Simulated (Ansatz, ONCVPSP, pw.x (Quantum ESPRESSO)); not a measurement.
Which P potential is closest to all-electron in the sc crystal?

All use PBE, scalar-relativistic, no spin, cutoffs from each file’s atomic test, pw.x 7.5; 13³ k-points, Fermi–Dirac smearing 0.01 Ry. Δ is the rms difference from all-electron LAPW of the E(V) curves that follow from fits to the pressures, over ±6 % in volume. Mesh and smearing are coarse and serve the comparison alone. The files are a selection: those with a ghost or negative overlap were mostly not run, and those with noisy or unconverged pressures or nearly equal Δ are left out.

All-electron: a0 = 2.447 Å (V0 = 14.66 Å³/atom), B0 = 113.3 GPa.

(1) Rank them by Δ, smallest first.
A. optimised norm-conserving Vanderbilt (ONCV), ONCVPSP 4.0.1.1 (patched build), PBE; core [Ne], reference 3s2 3p3; waves: 3s: rc 1.45 bohr, ncon 4, nbas 7, qcut 4.8 1/bohr, 2 projectors, debl 1.4 Ha; 3p: rc 1.95 bohr, ncon 4, nbas 8, qcut 3.4 1/bohr, 3 projectors, debl 2.6 Ha; d scattering state at 0.11 Ha: rc 1.70 bohr, ncon 4, nbas 7, qcut 5.3 1/bohr, 2 projectors, debl 3.1 Ha; local part: polynomial inside 1.15 bohr (lpopt 5, dvloc0 3 Ha); core correction: Teter function, fcfact 1.75, rcfact 1.75.
B. optimised norm-conserving Vanderbilt (ONCV), ONCVPSP 4.0.1.1 (patched build), PBE; core [Ne], reference 3s2 3p3; waves: 3s: rc 1.35 bohr, ncon 3, nbas 7, qcut 4.7 1/bohr, 2 projectors, debl 3.5 Ha; 3p: rc 2.00 bohr, ncon 5, nbas 8, qcut 4.6 1/bohr, 2 projectors, debl 1.9 Ha; d scattering state at 0.09 Ha: rc 1.55 bohr, ncon 4, nbas 7, qcut 7.3 1/bohr, 2 projectors, debl 2 Ha; local part: polynomial inside 0.95 bohr (lpopt 5, dvloc0 6 Ha); core correction: polynomial model core, fcfact 0.35.
C. optimised norm-conserving Vanderbilt (ONCV), ONCVPSP 4.0.1.1 (patched build), PBE; core [Ne], reference 3s2 3p3; waves: 3s: rc 1.45 bohr, ncon 3, nbas 8, qcut 4.5 1/bohr, 1 projector; 3p: rc 1.40 bohr, ncon 4, nbas 9, qcut 5.3 1/bohr, 2 projectors, debl 1.1 Ha; d scattering state at 0.11 Ha: rc 1.55 bohr, ncon 4, nbas 8, qcut 6.5 1/bohr, 2 projectors, debl 2.8 Ha; local part: polynomial inside 1.15 bohr (lpopt 5, dvloc0 2 Ha); core correction: polynomial model core, fcfact 0.4.

Answers

(1) B (0.4 meV/atom), C (0.8 meV/atom), A (2.0 meV/atom).
